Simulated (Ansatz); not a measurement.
Crystal: KF (Carobbiite).

```
K F
1.0
     0.00000    2.67185    2.67185
     2.67185    0.00000    2.67185
     2.67185    2.67185    0.00000
K F
1 1
Direct
  0.00000 0.00000 0.00000
  0.50000 0.50000 0.50000
```

Program: Ansatz 0.2.0. Alike in all runs: potentials or basis all-electron LAPW, scalar-relativistic; no spin polarisation; cell as given; k mesh 9 × 9 × 9; basis error allowed 0.001 eV/atom.

Order these runs on this cell by their pressure, lowest first.
A. level LDA; cutoff (eV) 202; smearing gaussian 0.1 eV
B. level PBEsol; cutoff (eV) 203; smearing fermi-dirac 0.05 eV
C. level RPBE; cutoff (eV) 207; smearing gaussian 0.02 eV

A (-3.5 GPa), B (-0.7 GPa), C (4.1 GPa).
